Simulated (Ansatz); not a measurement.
Crystal: Ce.

```
Ce
1.0
    -1.94330    1.94330    1.94330
     1.94330   -1.94330    1.94330
     1.94330    1.94330   -1.94330
Ce
1
Direct
  0.00000 0.00000 0.00000
```

This isn't the form of Ce at room conditions, which is fcc.

Alike in all runs: program Ansatz 0.2.0; functional PBE; potentials or basis Ansatz PAW; cutoff 420 eV (not typed: the program's choice for these potentials); k mesh 10 × 10 × 10; occupations fermi-dirac, width 0.05 eV.

The same cell was started in several ways:

| start | free energy over the lowest (meV/atom) | net moment (μB) | site or absolute moments (μB) | gap |
| --- | --- | --- | --- | --- |
| collinear spin, ferromagnetic start of up to 1 μB | 0.0 | 0.98 | Ce +0.80 | none (metal or under the smearing width) |
| no spin polarisation | 6.2 | - | - | none (metal or under the smearing width) |
| collinear spin, random start of up to 1.01 μB | 0.0 | 0.99 | Ce +0.80 | none (metal or under the smearing width) |

Allowing spin polarisation gains 6 meV/atom. A still lower state may exist.

Caveats: the magnetic or orbital state may not be the lowest (some runs); spin-orbit coupling is left out, which moves the levels of the heavy elements (some runs).
